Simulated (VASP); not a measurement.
Runs of VASP 6.6.1 on KF. The structure is cubic, space group Fm-3m (No. 225). The conventional cell has a = 5.347 Å, b = 5.347 Å, c = 5.347 Å, α = 90.00°, β = 90.00°, γ = 90.00°. K (site symmetry m-3m) has 6 F at 2.67 Å as nearest neighbours. F (site symmetry m-3m) is surrounded by 6 K at 2.67 Å. 

| task | cell | cutoff (eV) | smearing | target pressure | gap on the mesh (eV) | pressure (GPa) | relaxed volume (Å³/atom) |
| --- | --- | --- | --- | --- | --- | --- | --- |
| relaxation of cell and atoms | relaxed from: cell and atoms relaxed tightly for response | 600 | gaussian 0.01 eV | - | 6.13 | 0.0 | (a) |
| relaxation of cell and atoms | relaxed | 600 | gaussian 0.02 eV | - | 6.13 | 0.0 | 18.70 |
| relaxation of cell and atoms | relaxed to 1 GPa | 600 | gaussian 0.01 eV | 1 GPa | 6.28 | 1.0 | - |
| single point | Fm-3m, 18.16 Å³/atom | 520 | gaussian 0.01 eV | - | 6.28 | 1.1 | - |
| single point | Fm-3m, 18.7 Å³/atom | 520 | gaussian 0.02 eV | - | 6.13 | 0.0 | - |
| single point | cell and atoms relaxed tightly for response | 520 | gaussian 0.01 eV | - | 6.13 | 0.1 | - |

Alike in all rows: level PBEsol; potentials or basis VASP PAW PBE potentials, release 64 (K_sv, F); no spin polarisation; k mesh 8 × 8 × 8.

Problem. Fill in the values left out.

Solution. (a) 18.69.

Caveats: the PAW data sets were made with another functional, which shifts forces and pressure a little; the cell is relaxed towards a set pressure, so the enthalpy falls and the energy may rise (some runs).

A k mesh can miss the band edges.
